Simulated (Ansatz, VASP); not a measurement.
Be2C: VASP beside Ansatz

Contents of INCAR:

```
PREC     = Accurate       # precision mode
ENCUT    = 600            # plane-wave cutoff, eV
EDIFF    = 1E-6           # SCF threshold, eV
ISMEAR   = 0              # smearing method
SIGMA    = 0.01           # smearing width, eV
LREAL    = False          # projectors in reciprocal space
LASPH    = True           # aspherical terms in the spheres
NELM     = 80             # most SCF steps
ALGO     = Normal         # electronic algorithm
ISIF     = 3              # what is computed and relaxed
LWAVE    = False          # write WAVECAR
LCHARG   = False          # write CHGCAR
GGA      = PE             # functional
IBRION   = 2              # ionic algorithm
NSW      = 80             # ionic steps
EDIFFG   = -0.001         # ionic threshold
```

Contents of KPOINTS:

```
Automatic mesh
0
Gamma
  12 12 12
```

POSCAR

```
Be2C
1.0
    0.0000000000      2.1642401185      2.1642401185
    2.1642401185      0.0000000000      2.1642401185
    2.1642401185      2.1642401185      0.0000000000
Be C
2 1
Direct
    0.2500000000      0.2500000000      0.2500000000
    0.7500000000      0.7500000000      0.7500000000
    0.0000000000      0.0000000000      0.0000000000
```

Input for Ansatz:

```yaml
crystal:
  lattice:
    - [0.0, 2.1642401185, 2.1642401185]
    - [2.1642401185, 0.0, 2.1642401185]
    - [2.1642401185, 2.1642401185, 0.0]
  atoms:
    - { symbol: Be, position: [0.25, 0.25, 0.25] }
    - { symbol: Be, position: [0.75, 0.75, 0.75] }
    - { symbol: C, position: [0.0, 0.0, 0.0] }
basis:
  ecutwfc: 420
kpoints:
  mp_grid: { grid: [12, 12, 12] }
hamiltonian:
  xc: pbe
scf:
  occupations: { method: fixed }
output:
  forces: true
  stress: true
  eigenvalues: true
relax:
  adjacent_minimum: "off"
  f_tol: 0.001
  max_steps: 60
  cell: { stress_tol: 0.01 }
```

Alike in both runs: task relaxation of cell and atoms; functional PBE; k mesh 12 × 12 × 12; no spin polarisation.

|  | VASP | Ansatz |
| --- | --- | --- |
| version | VASP 6.6.1 | Ansatz 0.2.0 |
| potentials or method | VASP PAW PBE potentials, release 64 (Be, C) | scalar-relativistic, plane waves, PAW |
| plane-wave cutoff (eV) | 600 | 420 |
| occupations | gaussian, width 0.01 eV | fixed |
| valence electrons in the cell | 8 | 8 |

|  | VASP | Ansatz | Ansatz less VASP |
| --- | --- | --- | --- |
| gap on the k mesh at the Fermi level, each at its own relaxed structure (eV) | 1.16 | 1.17 | +0.014 |
| relaxed volume (Å³/atom) | 6.77 | 6.76 | -0.009 |
| relaxed cell length with the largest relative difference (Å) | 3.062 | 3.061 | -0.0013 |

A k mesh can miss the band edges.
